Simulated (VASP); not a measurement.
## MoSe2: relaxation of shape and atoms at fixed volume with PBE

MoSe2:

```
CELL_PARAMETERS angstrom
3.27675 0.00000 0.00000
-1.63837 2.83775 0.00000
0.00000 0.00000 14.67022
ATOMIC_POSITIONS crystal
Mo 0.33333 0.66667 0.25000
Mo 0.66667 0.33333 0.75000
Se 0.33333 0.66667 0.63766
Se 0.66667 0.33333 0.13766
Se 0.33333 0.66667 0.86234
Se 0.66667 0.33333 0.36234
```

The cell isn't the ideal one: a relaxed cell with its volume scaled by 0.96.

```yaml
Program: VASP 6.6.1
Task: relaxation of shape and atoms at fixed volume
Functional: PBE
Potentials_or_basis: VASP PAW PBE potentials, release 64 (Mo_sv, Se)
Cutoff: 600 eV
k_mesh: 9 × 9 × 2
Occupations: gaussian, width 0.03 eV
Spin: no spin polarisation
Further_INCAR_settings: ALGO = Normal; EDIFF = 1e-07; IBRION = 2; EDIFFG = -0.01; NSW = 40; ISIF = 4
```

```json
{
  "Energy gained by relaxing": "12.8 meV/atom",
  "Ionic steps": "8",
  "Pressure after relaxing": "0.2 GPa",
  "Band gap on the k mesh": "1.32 eV, indirect (least direct gap 1.42 eV)"
}
```

Step by step:
| step | energy change (eV) | largest force (eV/Å) | pressure (GPa) |
| --- | --- | --- | --- |
| 1 | 0.0000 | 0.6506 | 4.69 |
| 2 | -0.0417 | 0.0609 | 2.26 |
| 3 | -0.0417 | 0.0503 | 2.21 |
| 4 | -0.0634 | 0.0410 | 1.47 |
| 5 | -0.0768 | 0.0287 | 0.32 |
| 6 | -0.0768 | 0.0283 | 0.28 |
| 7 | -0.0768 | 0.0234 | 0.06 |
| 8 | -0.0769 | 0.0007 | 0.16 |

Final structure:
```yaml
crystal:
  lattice:
    - [3.32052, 0.00000, 0.00000]
    - [-1.66026, 2.87566, 0.00000]
    - [0.00000, 0.00000, 14.28597]
  atoms:
    - { symbol: Mo, position: [0.33333, 0.66667, 0.25000] }
    - { symbol: Mo, position: [0.66667, 0.33333, 0.75000] }
    - { symbol: Se, position: [0.33333, 0.66667, 0.63307] }
    - { symbol: Se, position: [0.66667, 0.33333, 0.13307] }
    - { symbol: Se, position: [0.33333, 0.66667, 0.86693] }
    - { symbol: Se, position: [0.66667, 0.33333, 0.36693] }
```

Levels at points of the mesh, in eV from the valence-band top:
```csv
k point,band 23,band 24,band 25,band 26,band 27,band 28,band 29,band 30
"(0.00, 0.00, 0.00)",-1.25,-1.21,-0.64,0.00,2.71,2.71,2.73,2.73
"(0.00, 0.00, 0.50)",-1.25,-1.25,-0.19,-0.19,2.72,2.72,2.72,2.72
```

It took 3 min on 2 MPI ranks on Intel(R) Xeon(R) 6975P-C (Granite Rapids), on a shared host, peak memory 0.35 GiB a rank.

Caveat: an odd mesh through Γ misses points on the zone boundary, where band edges often lie; this functional lacks dispersion, which binds the layers, so the pressure and a relaxed spacing across them are unreliable.
